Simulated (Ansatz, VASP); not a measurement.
LiCl in VASP and in Ansatz

Contents of INCAR:

```
  PREC = Accurate
  ENCUT = 520
  EDIFF = 1E-6
  ISMEAR = -1
  SIGMA = 0.05
  LREAL = F
  LASPH = T
  NELM = 100
  ALGO = Fast
  ISIF = 2
  LWAVE = F
  LCHARG = F
  GGA = PE
  NBANDS = 12
```

Contents of KPOINTS:

```
regular mesh
0
Gamma
  11 11 11
```

The input POSCAR:

```
LiCl
1.0
    0.0000000000      2.7578323199      2.7578323199
    2.7578323199      0.0000000000      2.7578323199
    2.7578323199      2.7578323199      0.0000000000
Li Cl
1 1
Direct
    0.0000000000      0.0000000000      0.0000000000
    0.2500000000      0.2500000000      0.2500000000
```

Input for Ansatz:

```yaml
crystal:
  lattice:
    - [0.0, 2.7578323199, 2.7578323199]
    - [2.7578323199, 0.0, 2.7578323199]
    - [2.7578323199, 2.7578323199, 0.0]
  atoms:
    - { symbol: Li, position: [0.0, 0.0, 0.0] }
    - { symbol: Cl, position: [0.25, 0.25, 0.25] }
kpoints:
  mp_grid: { grid: [11, 11, 11] }
scf:
  occupations: { method: fermi_dirac, width: 0.05 }
hamiltonian:
  xc: pbe
  pseudopotentials: { kind: all_electron, lapw: { basis_error: 0.0005 } }
output:
  forces: true
  stress: true
  eigenvalues: true
basis:
  ecutwfc: 120
```

Alike in both runs: task single point; functional PBE; k mesh 11 × 11 × 11; occupations fermi-dirac, width 0.05 eV; no spin polarisation.

```csv
,VASP,Ansatz
version,VASP 6.6.1,Ansatz 0.2.0
potentials or method,"VASP PAW PBE potentials, release 64 (Li_sv, Cl)","all-electron LAPW, scalar-relativistic"
plane-wave cutoff (eV),520,see its input
```

```tsv
	VASP	Ansatz	Ansatz less VASP
gap on the k mesh at the Fermi level (eV)	5.96	5.95	-0.012
```

Ansatz ran all-electron here, so the differences hold the error of VASP's frozen core and of both bases.

Caveats: an odd mesh through Γ misses points on the zone boundary, where band edges often lie.
